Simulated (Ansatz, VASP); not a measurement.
**Cross-check of Ge3H4 (Ge wire along [110], 6 atoms a period, H-terminated) between VASP and Ansatz**

Wanted: the spread between two codes on one cell, functional and k mesh. The structure shown is the start of the Ansatz relaxation below; VASP solves that cell, so the two are compared at the walk's first step.

Main program and level: Ansatz 0.2.0; plane waves, with VASP 6.6.1 beside it; single point at PBE.

### Step 1. Starting point

The cell holds 14 atoms: 8 H and 6 Ge. Cell: a = 12.921 Å, b = 13.420 Å, c = 4.073 Å, α = 90.0°, β = 90.0°, γ = 90.0°. Vacuum lies along a and b. The structure's axis is c.

Coordinates:

```cif
data_structure
_symmetry_space_group_name_H-M 'P 1'
_symmetry_Int_Tables_number 1
_cell_length_a 12.9210
_cell_length_b 13.4200
_cell_length_c 4.0729
_cell_angle_alpha 90.000
_cell_angle_beta 90.000
_cell_angle_gamma 90.000
_cell_volume 706.25
loop_
_atom_site_label
_atom_site_type_symbol
_atom_site_fract_x
_atom_site_fract_y
_atom_site_fract_z
_atom_site_occupancy
H1 H 0.37458 0.74668 0.00000 1
H2 H 0.37458 0.25335 0.00000 1
H3 H 0.73689 0.50002 0.18727 1
H4 H 0.26314 0.50002 0.31273 1
H5 H 0.62544 0.74668 0.50000 1
H6 H 0.62544 0.25335 0.50000 1
H7 H 0.26314 0.50002 0.68727 1
H8 H 0.73689 0.50002 0.81273 1
Ge9 Ge 0.44429 0.34827 0.00000 1
Ge10 Ge 0.55574 0.65176 0.50000 1
Ge11 Ge 0.55574 0.34827 0.50000 1
Ge12 Ge 0.66718 0.50002 0.50000 1
Ge13 Ge 0.33284 0.50002 0.00000 1
Ge14 Ge 0.44429 0.65176 0.00000 1
```

### Step 2. Ansatz: relaxation, PBE

Ansatz runs on its PAW soft_1 files.

The two programs are compared at the cell with which this relaxation starts, whose forces are those of its first step.

File input.yaml:

```yaml
crystal:
  lattice:
    - [12.921, 0.0, 0.0]
    - [0.0, 13.42, 0.0]
    - [0.0, 0.0, 4.0729350596]
  atoms:
    - { symbol: H, position: [0.374584011, 0.746676929, 0.0] }
    - { symbol: H, position: [0.374584011, 0.253353204, 0.0] }
    - { symbol: Ge, position: [0.444289639, 0.348266369, 0.0] }
    - { symbol: H, position: [0.736888232, 0.500015067, 0.187268604] }
    - { symbol: H, position: [0.263137528, 0.500015067, 0.312731396] }
    - { symbol: Ge, position: [0.555736121, 0.651763765, 0.5] }
    - { symbol: Ge, position: [0.555736121, 0.348266369, 0.5] }
    - { symbol: H, position: [0.625441749, 0.746676929, 0.5] }
    - { symbol: H, position: [0.625441749, 0.253353204, 0.5] }
    - { symbol: Ge, position: [0.667182604, 0.500015067, 0.5] }
    - { symbol: H, position: [0.263137528, 0.500015067, 0.687268604] }
    - { symbol: H, position: [0.736888232, 0.500015067, 0.812731396] }
    - { symbol: Ge, position: [0.332843156, 0.500015067, 0.0] }
    - { symbol: Ge, position: [0.444289639, 0.651763765, 0.0] }
kpoints:
  mp_grid: { grid: [1, 1, 20] }
scf:
  occupations: { method: fermi_dirac, width: 0.05 }
hamiltonian:
  xc: pbe
  pseudopotentials: { kind: paw, azcp: { folder: soft_1 } }
relax:
  cell: { fix: [a, b, alpha, beta, gamma] }
  max_steps: 45
  f_tol: 0.03
```

The run is started by

```bash
$ ansatz run input.yaml --threads 4 --pin off --max-ram 16384MiB --backend cpu --events-out ev --progress --plain --runs-dir out
```

Numbers of over 12 decimals in the logs are rounded to 6 here.

Log:

```text
Engine: ansatz 0.2.0, aarch64-unknown-linux-gnu
Pseudopotentials: kind: paw
Pseudopotential: H, paw, valence charge 1, recommended cutoff 420 eV (normal), soft_1/H.paw.azcp
Pseudopotential: Ge, paw, valence charge 14, recommended cutoff 420 eV (normal), soft_1/Ge.paw.azcp
Functional definition: PBE
  parameter kappa = 0.804
  parameter beta = 0.066725
  exchange = pbe_x(kappa = kappa, mu = beta*pi^2/3)
  correlation = pbe_c(beta = beta)
Crystal: 14 atoms, lattice volume = 706.246 Å³
Basis set: ecut = 420 eV, 13855 PW (Γ), exchange–correlation on 180×180×60 points (8 copies of the dense FFT grid, shifted against one another)
Bands: 60, of which v1, the nominal top of the filled ones, is band 46 counted from 1 (45 counted from 0)
Symmetry: 8 space group operations
Space group: Pmma (ITA 51), of the structure as read, at distance tolerance 8.9e-5 Å
k-points: 11 of 20
Non-local potential: H, projectors of the file, l = 0: 2, l = 1: 1
Non-local potential: Ge, projectors of the file, l = 0: 2, l = 1: 2, l = 2: 3, l = 3: 1
PAW form: soft (Blöchl's): semilocal exchange-correlation on the pseudo side does not see the compensation charge
PAW one-centre angular grid: H, 110 points (default); XC on 64 Gauss nodes
PAW one-centre angular grid: Ge, 590 points (default); XC on 64 Gauss nodes
Initial density: superposition of atomic densities (neutral atoms: chi_scale 0, normalization atom)
Initial wavefunctions: pseudopotential atomic-orbital guess
Functional: x = pbe(κ = 0.804, μ = 0.219515), c = pbe(β = 0.066725)
SCF iter   1: F=—  HF=-25896.727723 eV  |F-HF|=—  |Δ(HF+E_count)|=         —  Δρ=3.29e-2  dr2=6.54e0  ethr=3.10e-3  ⟨swp⟩=7.7  Hψ=2849  notcnv=0  defer=4
preconditioner: auto → Resta (q_TF=auto, 1.943 Å⁻¹)  ε∞=1.7  [insulator: Δε(μ)=2.457 eV  Ē_g=9.716 eV  σ=0.050 eV  W_gap=1.00  n_scr=92 (ndim 8)  ℏωp=7.9 eV  f_vac=0.626  D(μ)=0.00/eV (n_scr^D=0)  ε∞_Penn≈1.7  vacuum switching on, ρ_ref=6.8e-3 e/Å³]
SCF iter   2: F=—  HF=-25895.160797 eV  |F-HF|=—  |Δ(HF+E_count)|=    1.57e0  Δρ=1.41e-2  dr2=1.41e0  ethr=3.10e-3  ⟨swp⟩=3.0  Hψ=1019  notcnv=0  defer=82
SCF iter   3: F=—  HF=-25894.806411 eV  |F-HF|=—  |Δ(HF+E_count)|=   3.54e-1  Δρ=2.81e-3  dr2=1.59e-1  ethr=1.53e-3  ⟨swp⟩=3.9  Hψ=932  notcnv=0  defer=82
SCF iter   4: F=—  HF=-25894.772722 eV  |F-HF|=—  |Δ(HF+E_count)|=   3.37e-2  Δρ=1.05e-3  dr2=4.92e-3  ethr=1.73e-4  ⟨swp⟩=3.3  Hψ=923  notcnv=0  defer=82
SCF iter   5: F=—  HF=-25894.775078 eV  |F-HF|=—  |Δ(HF+E_count)|=   2.36e-3  Δρ=2.50e-4  dr2=8.86e-4  ethr=5.35e-6  ⟨swp⟩=2.4  Hψ=1266  notcnv=0  defer=80
SCF iter   6: F=—  HF=-25894.775045 eV  |F-HF|=—  |Δ(HF+E_count)|=   3.38e-5  Δρ=6.22e-5  dr2=5.25e-5  ethr=9.63e-7  ⟨swp⟩=2.0  Hψ=1082  notcnv=0  defer=80
SCF iter   7: F=—  HF=-25894.775111 eV  |F-HF|=—  |Δ(HF+E_count)|=   6.61e-5  Δρ=2.27e-5  dr2=4.10e-6  ethr=5.71e-8  ⟨swp⟩=3.0  Hψ=1301  notcnv=0  defer=80
SCF iter   8: F=—  HF=-25894.775114 eV  |F-HF|=—  |Δ(HF+E_count)|=   3.10e-6  Δρ=1.09e-5  dr2=7.67e-7  ethr=4.46e-9  ⟨swp⟩=2.0  Hψ=1082  notcnv=0  defer=80
SCF iter   9: F=-25894.775115 eV  HF=-25894.775115 eV  |F-HF|=9.90e-8  |Δ(HF+E_count)|=   1.05e-6  Δρ=3.11e-6  dr2=6.29e-8  ethr=1.09e-10  ⟨swp⟩=3.1  Hψ=2418  notcnv=0
SCF 1 converged in 9 iterations: F = -25894.775115 eV  dr2 = 6.29e-8
  greatest PAW one-centre occupation: 0.998 electrons in one spin orbital (limit 2), on the Ge atom at site 12 (counted from 0), in its partial waves of l = 2
relax step   1: F+E_penalty+E_count = -25894.77511496 eV  Δ(F+E_penalty+E_count) = +0.000e0 eV  max|allowed force component| = 3.686e-1 eV/Å  Δτ_max = 0.0000 Å  P = -0.252 GPa  Ω = 706.246 Å³  fix = [a, b, alpha, beta, gamma]  reactions: a -0.614, b -0.584 GPa  (9 SCF iters, dr2 threshold 1.00e-7 eV, accepted)
[...]
relax step   3: F+E_penalty+E_count = -25894.92555433 eV  Δ(F+E_penalty+E_count) = -6.643e-2 eV  max|allowed force component| = 5.923e-2 eV/Å  Δτ_max = 0.0469 Å  P = -0.035 GPa  Ω = 730.010 Å³  energy of the carried Pulay correction = -3.456e-3 eV  fix = [a, b, alpha, beta, gamma]  reactions: a -0.040, b -0.030 GPa  (6 SCF iters, dr2 threshold 1.40e-6 eV, accepted)
[...]
relax step   4: F+E_penalty+E_count = -25894.92638965 eV  Δ(F+E_penalty+E_count) = -8.353e-4 eV  max|allowed force component| = 9.351e-3 eV/Å  Δτ_max = 0.0051 Å  P = -0.013 GPa  Ω = 729.443 Å³  energy of the carried Pulay correction = -3.375e-3 eV  fix = [a, b, alpha, beta, gamma]  reactions: a -0.017, b -0.012 GPa  (5 SCF iters, dr2 threshold 2.19e-7 eV, accepted)
[...]
relax step   5: F+E_penalty+E_count = -25894.93054239 eV  Δ(F+E_penalty+E_count) = -4.153e-3 eV  max|allowed force component| = 1.069e-2 eV/Å  Δτ_max = 0.0000 Å  P = -0.008 GPa  Ω = 729.443 Å³  fix = [a, b, alpha, beta, gamma]  reactions: a -0.015, b -0.009 GPa  stress off target by 1.31e-3 GPa on what of the cell is left free  SCF on the basis re-selected at this cell (its energy is not comparable with the rows above)  (7 SCF iters)
basis re-selected at this cell: Δ(F+E_penalty+E_count) = -4.153e-3 eV, ΔP = +0.005 GPa vs the last step (what re-selecting the basis moved, of the pressure what is left beyond the Pulay correction that the steps carried, after the strain that the cell walked since its last selection, with what the two solves' SCF thresholds leave and, on support functions, any second-order correction that the steps lacked; it is no m [...]
SCF converged after 7 iterations
Free energy (F): -25894.930542 eV
Harris-Foulkes:  -25894.930542 eV  (|F-HF|=9.02e-9)
Internal energy: -25894.930542 eV  (E = F + TS)
E sigma→0 (E₀):  -25894.930542 eV
Fermi energy:    -1.948916 eV
--- Per-component energies (eV) ---
  E_band       = -1799.772245
  E_kinetic    = 657.309469
  E_local      = -39370.585065  (includes V_loc(G=0)·N_el)
  E_nonlocal   = 1316.930630
  E_hartree    = 18919.741192
  E_xc         = -495.564580
  E_vxc        = -475.203761  (∫ρ·V_xc dr)
  E_paw        = -12091.902101  (= ΣΔE_a)
  E_vpaw       = -1767.697826  (= ΣTr[D̂ρ^β])
  E_aug_tail   = -0.007445  (compensation charges beyond the density's cutoff)
  E_ewald      = 5169.147358
  E_smearing   = -0.000000  (= −TS)
  E_closure    = 0.000000  (closes the sum)
  Σ components = -25894.930542   (vs F -25894.930542, Δ=0.00e0)
--- Forces (eV/Å), atoms counted from 1 ---
  atom   1  H      0.00075839    -0.00474328    -0.00000000
  atom   2  H      0.00075839     0.00474328     0.00000000
  atom   3  Ge    -0.00700547    -0.00056981    -0.00000000
  atom   4  H     -0.00752721    -0.00000000     0.01068711
  atom   5  H      0.00752721     0.00000000    -0.01068711
  atom   6  Ge     0.00700547     0.00056981     0.00000000
  atom   7  Ge     0.00700547    -0.00056981     0.00000000
  atom   8  H     -0.00075839    -0.00474328    -0.00000000
  atom   9  H     -0.00075839     0.00474328     0.00000000
  atom  10  Ge     0.00262948     0.00000000     0.00000000
  atom  11  H      0.00752721     0.00000000     0.01068711
  atom  12  H     -0.00752721    -0.00000000    -0.01068711
  atom  13  Ge    -0.00262948    -0.00000000    -0.00000000
  atom  14  Ge    -0.00700547     0.00056981    -0.00000000
  max |Σ_I F_I| component: 8.67e-19 eV/Å
--- Stress (GPa, compression-positive) ---
       -0.014666      -0.000000      -0.000000
       -0.000000      -0.009194      -0.000000
       -0.000000      -0.000000      -0.001310
  P = ⅓ Tr σ = -0.0084 GPa (-0.084 kbar)
--- Relaxed structure (4 steps of the walk, 4 accepted, 1 SCFs on fresh bases) ---
  F+E_penalty+E_count = -25894.93054239 eV   max|allowed force component| = 1.069e-2 eV/Å   (the final SCF, on the basis selected at the relaxed cell)
  cell:  # Å, volume = 729.4426 Å³
    - [12.921, 0, 0]
    - [0, 13.42, 0]
    - [0, 0, 4.206709]
  atoms:
    - { symbol: H, position: [0.377934, 0.743335, -1.2168995370606088e-19] }
    - { symbol: H, position: [0.377934, 0.256695, -1.2168995370606088e-19] }
    - { symbol: Ge, position: [0.447838, 0.350969, -1.2168995370606088e-19] }
    - { symbol: H, position: [0.733711, 0.500015, 0.207407] }
    - { symbol: H, position: [0.266315, 0.500015, 0.292593] }
    - { symbol: Ge, position: [0.552187, 0.649061, 0.5] }
    - { symbol: Ge, position: [0.552187, 0.350969, 0.5] }
    - { symbol: H, position: [0.622092, 0.743335, 0.5] }
    - { symbol: H, position: [0.622092, 0.256695, 0.5] }
    - { symbol: Ge, position: [0.662027, 0.500015, 0.5] }
    - { symbol: H, position: [0.266315, 0.500015, 0.707407] }
    - { symbol: H, position: [0.733711, 0.500015, 0.792593] }
    - { symbol: Ge, position: [0.337998, 0.500015, -1.2168995370606088e-19] }
    - { symbol: Ge, position: [0.447838, 0.649061, -1.2168995370606088e-19] }
```

[end of part 1 of 2]

[Lines on the potential files, build, host, timing and source positions are cut from VASP's logs without a mark.]

[Logs are printed without paths, hosts, clocks, repeated set-up lines and the standing remarks that a program may print on its own settings, such as how far it seeks lower states.]

[Hosts, paths, dates, database ids (printed as entryN), source tags and the programs' standing remarks are cut or masked in the printed files.]
